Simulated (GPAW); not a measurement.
The system is Os.

```
CELL_PARAMETERS angstrom
2.73410 0.00000 0.00000
-1.36705 2.36780 0.00000
0.00000 0.00000 4.31970
ATOMIC_POSITIONS crystal
Os 0.66667 0.33333 0.75000
Os 0.33333 0.66667 0.25000
```

| Quantity | Value |
| --- | --- |
| Program | GPAW 26.7.0 |
| Task | relaxation of cell and atoms |
| Functional | RPBE |
| Potentials or basis | the program's PAW data sets (release 1.2.1) made for this functional |
| Cutoff | 600 eV |
| Basis | pw |
| k mesh | 8 × 8 × 5 |
| Occupations | fermi-dirac, width 0.05 eV |
| Spin | no spin polarisation |

At the start: pressure 10.8 GPa; volume 13.98 Å³/atom.

Problem. Where does the relaxation end?

Solution. Over 3 steps the energy falls by 12.3 meV/atom and the volume is 14.35 Å³/atom (+2.6 %); space group P6_3/mmc (No. 194, to 0.05 Å).

The path:
```tsv
step	energy change (eV)	largest force (eV/Å)	pressure (GPa)	volume (Å³)
1	0.0000	0.0000	10.80	27.96
2	-0.0233	0.0001	2.37	28.54
3	-0.0246	0.0001	0.09	28.70
```

Final structure:
```yaml
crystal:
  lattice:
    - [2.75758, 0.00000, 0.00000]
    - [-1.37879, 2.38814, 0.00000]
    - [0.00000, 0.00000, 4.35837]
  atoms:
    - { symbol: Os, position: [0.66667, 0.33333, 0.75000] }
    - { symbol: Os, position: [0.33333, 0.66667, 0.25000] }
```

Caveat: later steps reuse the first step's grids.
